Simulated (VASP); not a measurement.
A run of VASP 6.6.1 is set up as follows.

Contents of INCAR:

```
SYSTEM = Zn
  PREC = Accurate
  ENCUT = 520
  EDIFF = 1E-8
  ISMEAR = 0
  SIGMA = 0.1
  LREAL = .False.
  LASPH = .True.
  NELM = 60
  ALGO = Normal
  ISIF = 2
  LWAVE = .False.
  LCHARG = .False.
  METAGGA = R2SCAN
  LMIXTAU = .True.
  IBRION = 6
  NFREE = 2
  POTIM = 0.015
  NSW = 1
```

KPOINTS

```
regular mesh
0
Gamma
  18 18 8
  0 0 0
```

File POSCAR:

```
Zn                                      
1.0
    2.6007404156      0.0000000000      0.0000000000
   -1.3003702078      2.2523072703      0.0000000000
    0.0000000000      0.0000000000      4.9929301766
  Zn            
     2
Direct
     0.3333333300000021    0.6666666699999979    0.2500000000000000
     0.6666666699999979    0.3333333300000021    0.7500000000000000
```

Potentials or basis: VASP PAW PBE potentials, release 64 (Zn).

The run is started by

```console
$ cat potpaw_PBE.64/Zn/POTCAR > POTCAR
$ mpirun -np 1 vasp_std > vasp.out
```

Task: Predict the highest phonon frequency at Γ.

Result: 100 cm⁻¹.

Phonon frequencies in cm⁻¹ (negative: imaginary):
```
              q point      frequencies
(0.000, 0.000, 0.000)  0 0 0 72 72 100
```
